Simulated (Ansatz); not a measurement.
# Sr (fcc)

Computed with Ansatz (plane waves, PAW, 500 eV cutoff): r²SCAN, scalar-relativistic, no spin polarisation, Γ-centred 12×12×12 mesh, 0.05 eV Gaussian smearing. The datasets are Ansatz's generated set soft_2.

```cif
data_structure
_symmetry_space_group_name_H-M 'P 1'
_symmetry_Int_Tables_number 1
_cell_length_a 4.3151
_cell_length_b 4.3151
_cell_length_c 4.3151
_cell_angle_alpha 60.000
_cell_angle_beta 60.000
_cell_angle_gamma 60.000
_cell_volume 56.81
loop_
_atom_site_label
_atom_site_type_symbol
_atom_site_fract_x
_atom_site_fract_y
_atom_site_fract_z
_atom_site_occupancy
Sr1 Sr 0.00000 0.00000 0.00000 1
```

Path: Γ–X–U | K–Γ–L–W–X, with Γ = (0.000, 0.000, 0.000), X = (0.500, 0.000, 0.500), U = (0.625, 0.250, 0.625), K = (0.375, 0.375, 0.750), L = (0.500, 0.500, 0.500), W = (0.500, 0.250, 0.750) in reciprocal vectors of the calculation's cell.

Levels between -5 and 3 eV from the Fermi level at the path's named points:
```tsv
point	below E_F (eV)	above E_F (eV)
Γ	-3.78	2.70 2.70 2.70
X	-0.55	0.54 0.98
U and K	-0.03	0.36 0.84
L	-1.04 -0.07	2.50 2.50
W		0.14 0.70 0.70 2.56
```

(1) By these bands, is it a metal or an insulator, and if it has a gap, where are the band edges on this path?

Answer:

(1) A metal: bands cross the Fermi level.
